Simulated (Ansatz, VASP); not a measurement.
## One calculation of Ir, two programs

```
Ir
1.0
     2.52025    0.00000    0.00000
     0.00000    2.52025    0.00000
     0.00000    0.00000    2.67297
Ir
1
Direct
  0.00000 0.00000 0.00000
```

Change from the starting cell: z stretched by +4 % at fixed volume, PAW files.

Alike in both runs: task electric field gradients; functional PBE; k mesh 14 × 14 × 14; occupations fermi-dirac, width 0.05 eV; no spin polarisation.

```csv
,VASP,Ansatz
version,VASP 6.6.1,Ansatz 0.2.0
potentials or method,"VASP PAW PBE potentials, release 64 (Ir)","PAW with Ansatz's default frozen-core files, scalar-relativistic"
plane-wave cutoff (eV),520,420
valence electrons in the cell,9,17
```

```tsv
	VASP	Ansatz	Ansatz less VASP
pressure (GPa)	1.8	1.7	-0.15
largest component of the traceless stress (GPa)	12.54	12.44	-0.098
Vzz of the field gradient on the site that differs most (V/Å²)	47.9	-14.4	-62.26
```

With one functional, cell and mesh, what is left measures potentials, basis and numerics. The two sets of potentials don't hold the same shells in valence. Ansatz warned: «gradients_without_spin_orbit».

The runs have no spin-orbit coupling, so splittings on Ir are missing.
